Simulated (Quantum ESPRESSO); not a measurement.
Set up this calculation in Quantum ESPRESSO 7.5, as the native input.

| Quantity | Value |
| --- | --- |
| Task | band structure |
| Functional | PBEsol |
| Potentials or basis | GBRV 1.5 PBEsol |
| Cutoff | 612 eV |
| Density cutoff | 4898 eV |
| k mesh | 8 × 8 × 8 |
| Occupations | fermi-dirac, width 0.05 eV |
| Spin | no spin polarisation |
| Mixing beta | 0.5 |
| Most SCF iterations | 120 |
| SCF threshold | 4e-10 Ry |

Si:

```
Si
1.0
     0.00000    2.72185    2.72185
     2.72185    0.00000    2.72185
     2.72185    2.72185    0.00000
Si
2
Direct
  0.50000 0.50000 0.50000
  0.75000 0.75000 0.75000
```

These files were run (other wordings do the same):

pw.in

```
&CONTROL
  calculation = 'scf'
  prefix = 'pwscf'
  outdir = './tmp'
  pseudo_dir = './pseudo'
  tprnfor = .true.
  tstress = .true.
  disk_io = 'low'
/
&SYSTEM
  ibrav = 0
  A = 3.84927886
  nat = 2
  ntyp = 1
  ecutwfc = 45
  ecutrho = 360
  nbnd = 9
  occupations = 'smearing'
  smearing = 'fd'
  degauss = 0.00367493
/
&ELECTRONS
  conv_thr = 4d-10
  electron_maxstep = 120
  mixing_beta = 0.5
/
ATOMIC_SPECIES
Si    28.0850 si_pbesol_v1.uspp.F.UPF
CELL_PARAMETERS alat
   0.0000000000    0.7071067817    0.7071067817
   0.7071067817    0.0000000000    0.7071067817
   0.7071067817    0.7071067817    0.0000000000
ATOMIC_POSITIONS alat
Si     0.7071067817    0.7071067817    0.7071067817
Si     1.0606601725    1.0606601725    1.0606601725
K_POINTS automatic
8 8 8 0 0 0
```

bands.in

```
&CONTROL
  calculation = 'bands'
  prefix = 'pwscf'
  outdir = './tmp'
  pseudo_dir = './pseudo'
  disk_io = 'low'
  verbosity = 'high'
/
&SYSTEM
  ibrav = 0
  A = 3.84927886
  nat = 2
  ntyp = 1
  ecutwfc = 45
  ecutrho = 360
  nbnd = 9
  occupations = 'smearing'
  smearing = 'fd'
  degauss = 0.00367493
/
&ELECTRONS
  conv_thr = 1d-08
  electron_maxstep = 120
  mixing_beta = 0.5
  diago_full_acc = .true.
/
ATOMIC_SPECIES
Si    28.0850 si_pbesol_v1.uspp.F.UPF
CELL_PARAMETERS alat
   0.0000000000    0.7071067817    0.7071067817
   0.7071067817    0.0000000000    0.7071067817
   0.7071067817    0.7071067817    0.0000000000
ATOMIC_POSITIONS alat
Si     0.7071067817    0.7071067817    0.7071067817
Si     1.0606601725    1.0606601725    1.0606601725
K_POINTS crystal
60
 0.0000000000  0.0000000000  0.0000000000 1
 0.0625000000  0.0000000000  0.0625000000 1
 0.1250000000  0.0000000000  0.1250000000 1
 0.1875000000  0.0000000000  0.1875000000 1
 0.2500000000  0.0000000000  0.2500000000 1
 0.3125000000  0.0000000000  0.3125000000 1
 0.3750000000  0.0000000000  0.3750000000 1
 0.4375000000  0.0000000000  0.4375000000 1
 0.5000000000  0.0000000000  0.5000000000 1
 0.5000000000  0.0625000000  0.5625000000 1
 0.5000000000  0.1250000000  0.6250000000 1
 0.5000000000  0.1875000000  0.6875000000 1
 0.5000000000  0.2500000000  0.7500000000 1
 0.4375000000  0.3125000000  0.7500000000 1
 0.3750000000  0.3750000000  0.7500000000 1
 0.3375000000  0.3375000000  0.6750000000 1
 0.3000000000  0.3000000000  0.6000000000 1
 0.2625000000  0.2625000000  0.5250000000 1
 0.2250000000  0.2250000000  0.4500000000 1
 0.1875000000  0.1875000000  0.3750000000 1
 0.1500000000  0.1500000000  0.3000000000 1
 0.1125000000  0.1125000000  0.2250000000 1
 0.0750000000  0.0750000000  0.1500000000 1
 0.0375000000  0.0375000000  0.0750000000 1
 0.0000000000  0.0000000000  0.0000000000 1
 0.0625000000  0.0625000000  0.0625000000 1
 0.1250000000  0.1250000000  0.1250000000 1
 0.1875000000  0.1875000000  0.1875000000 1
 0.2500000000  0.2500000000  0.2500000000 1
 0.3125000000  0.3125000000  0.3125000000 1
 0.3750000000  0.3750000000  0.3750000000 1
 0.4375000000  0.4375000000  0.4375000000 1
 0.5000000000  0.5000000000  0.5000000000 1
 0.5250000000  0.4500000000  0.5250000000 1
 0.5500000000  0.4000000000  0.5500000000 1
 0.5750000000  0.3500000000  0.5750000000 1
 0.6000000000  0.3000000000  0.6000000000 1
 0.6250000000  0.2500000000  0.6250000000 1
 0.5833333333  0.2500000000  0.6666666667 1
 0.5416666667  0.2500000000  0.7083333333 1
 0.5000000000  0.2500000000  0.7500000000 1
 0.5000000000  0.2857142857  0.7142857143 1
 0.5000000000  0.3214285714  0.6785714286 1
 0.5000000000  0.3571428571  0.6428571429 1
 0.5000000000  0.3928571429  0.6071428571 1
 0.5000000000  0.4285714286  0.5714285714 1
 0.5000000000  0.4642857143  0.5357142857 1
 0.5000000000  0.5000000000  0.5000000000 1
 0.4821428571  0.4821428571  0.5357142857 1
 0.4642857143  0.4642857143  0.5714285714 1
 0.4464285714  0.4464285714  0.6071428571 1
 0.4285714286  0.4285714286  0.6428571429 1
 0.4107142857  0.4107142857  0.6785714286 1
 0.3928571429  0.3928571429  0.7142857143 1
 0.3750000000  0.3750000000  0.7500000000 1
 0.6250000000  0.2500000000  0.6250000000 1
 0.5937500000  0.1875000000  0.5937500000 1
 0.5625000000  0.1250000000  0.5625000000 1
 0.5312500000  0.0625000000  0.5312500000 1
 0.5000000000  0.0000000000  0.5000000000 1
```

Potentials or basis: GBRV 1.5 PBEsol.

The run is started by

```console
$ OMP_NUM_THREADS=1 pw.x -in pw.in > pw.out
$ OMP_NUM_THREADS=1 pw.x -in bands.in > bands.out
```

Results of the run:

```yaml
Pressure: -0.6 GPa
Band_gap_on_the_k_mesh: 0.52 eV, indirect (least direct gap 2.52 eV)
Band_gap_along_the_path: 0.48 eV, indirect (least direct gap 2.52 eV)
```

Run time: 17 s on 1 thread of Intel(R) Xeon(R) Processor @ 2.70GHz (shared host), peak memory 0.15 GiB.
